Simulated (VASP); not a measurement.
VASP inputs for SnTe (strained rocksalt)

INCAR

```
ISIF = 2
NBANDS = 17
NELM = 120
IBRION = -1
PREC = Accurate
LASPH = .TRUE.
ENCUT = 520
LREAL = .FALSE.
LWAVE = .FALSE.
METAGGA = R2SCAN
LCHARG = .FALSE.
ISMEAR = -1
SIGMA = 0.02
NSW = 0
EDIFF = 1E-7
ALGO = Normal
```

KPOINTS

```
KPOINTS created by Atomic Simulation Environment
0
Gamma
8 8 8
0 0 0
```

KPOINTS_OPT

```
special points
8
Reciprocal
0.0000000000 0.0000000000 0.0000000000 1
0.5000000000 0.0000000000 0.5000000000 1
0.6250000000 0.2500000000 0.6250000000 1
0.3750000000 0.3750000000 0.7500000000 1
0.5000000000 0.5000000000 0.5000000000 1
0.5000000000 0.2500000000 0.7500000000 1
0.1940100000 0.1940100000 0.3880210000 1
-0.0175780000 0.0139970000 0.4935710000 1
```

POSCAR

```
Sn Te
 1.0000000000000000
     0.0000000000000000    3.0617571315999998    3.2052120372999999
     3.0617571315999998    0.0000000000000000    3.2052120372999999
     3.0617571315999998    3.0617571315999998    0.0000000000000000
 Sn  Te
   1   1
Cartesian
  0.0000000000000000  0.0000000000000000  0.0000000000000000
  3.0617571315999994  3.0617571315999994  3.2052120372999999
```

VASP ran with the recommended PBE PAW datasets (20 valence electrons in the cell).

Q: Estimate the main results of this run.

A: gap between bands v and c 0.00 eV; least direct gap 0.07 eV; pressure 4.1 GPa.

Band v is the last that the valence electrons fill when counted band by band, and c is the next. Levels in eV from the top of v:

```json
{"point": "Γ", "v−1": "-2.70", "v": "-2.18", "c": "2.84", "c+1": "4.03"}
{"point": "X", "v−1": "-4.57", "v": "-4.01", "c": "2.20", "c+1": "4.71"}
{"point": "K", "v−1": "-3.61", "v": "-2.72", "c": "3.24", "c+1": "3.46"}
{"point": "L", "v−1": "-2.07", "v": "-0.01", "c": "0.33", "c+1": "0.39"}
{"point": "W", "v−1": "-5.28", "v": "-0.81", "c": "1.06", "c+1": "4.77"}
```
